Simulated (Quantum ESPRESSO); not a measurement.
Write the native input for Quantum ESPRESSO 7.5 that does the following.

- Task: relaxation of cell and atoms
- Functional: PBEsol
- Potentials or basis: GBRV 1.5 PBEsol
- Cutoff: 871 eV
- Density cutoff: 7007 eV
- k mesh: 13 × 13 × 13
- Occupations: fermi-dirac, width 0.05 eV
- Spin: collinear spin, ferromagnetic start
- Starting moments: [3.0] μB
- Target pressure: 20 GPa
- Mixing beta: 0.3
- Most SCF iterations: 120
- SCF threshold: 2e-10 Ry
- Most ionic steps: 40
- Forc conv thr: 0.0004 Ry/bohr
- Etot conv thr: 1e-05 Ry
- Ion dynamics: bfgs
- Cell dynamics: bfgs
- Press conv thr: 0.3 kbar

The system is Fe.

```
Fe
1.0
    -1.44300    1.44300    1.44300
     1.44300   -1.44300    1.44300
     1.44300    1.44300   -1.44300
Fe
1
Direct
  0.00000 0.00000 0.00000
```

One way to write it, as run:

pw.in

```
&CONTROL
  calculation = 'vc-relax'
  prefix = 'pwscf'
  outdir = './tmp'
  pseudo_dir = './pseudo'
  tprnfor = .true.
  tstress = .true.
  disk_io = 'low'
  nstep = 40
  forc_conv_thr = 0.0004
  etot_conv_thr = 1d-05
/
&SYSTEM
  ibrav = 0
  nat = 1
  ntyp = 1
  ecutwfc = 64
  ecutrho = 515
  nbnd = 17
  occupations = 'smearing'
  smearing = 'fd'
  degauss = 0.00367493
  nspin = 2
  starting_magnetization(1) = 0.1875
/
&ELECTRONS
  conv_thr = 2d-10
  electron_maxstep = 120
  mixing_beta = 0.3
/
&IONS
  ion_dynamics = 'bfgs'
/
&CELL
  cell_dynamics = 'bfgs'
  press = 200
  press_conv_thr = 0.3
/
ATOMIC_SPECIES
Fe    55.8450 fe_pbesol_v1.5.uspp.F.UPF
CELL_PARAMETERS bohr
  -2.7268747978    2.7268747978    2.7268747978
   2.7268747978   -2.7268747978    2.7268747978
   2.7268747978    2.7268747978   -2.7268747978
ATOMIC_POSITIONS bohr
Fe     0.0000000000    0.0000000000    0.0000000000
K_POINTS automatic
13 13 13 0 0 0
```

Potentials or basis: GBRV 1.5 PBEsol.

The run is started by

```console
$ OMP_NUM_THREADS=1 mpirun -n 2 pw.x -nk 2 -in pw.in > pw.out
```

It gave:

```json
{
 "Relaxed volume": "10.05 Å³/atom",
 "Relaxed cell": "a = 2.354 Å, b = 2.354 Å, c = 2.354 Å, α = 109.47°, β = 109.47°, γ = 109.47°",
 "Space group after relaxing (to 0.05 Å)": "Im-3m (No. 229)",
 "Energy change on relaxing (the enthalpy is what falls)": "-24.4 meV/atom",
 "Ionic steps": "5",
 "Pressure after relaxing": "20.0 GPa",
 "Band gap on the k mesh": "none (metal or under the smearing width)",
 "Net moment": "2.00 μB per cell",
 "Absolute moment": "2.08 μB per cell",
 "Site moments": "Fe +2.03 μB",
 "Valence electrons inside the program's atomic spheres": "Fe 14.27"
}
```

Caveat: the volume moved by over 15 % at a fixed basis, so the end points are rough.

It took 79 s on 2 MPI ranks on Arm Neoverse V1 (shared host), peak memory 0.18 GiB a rank.
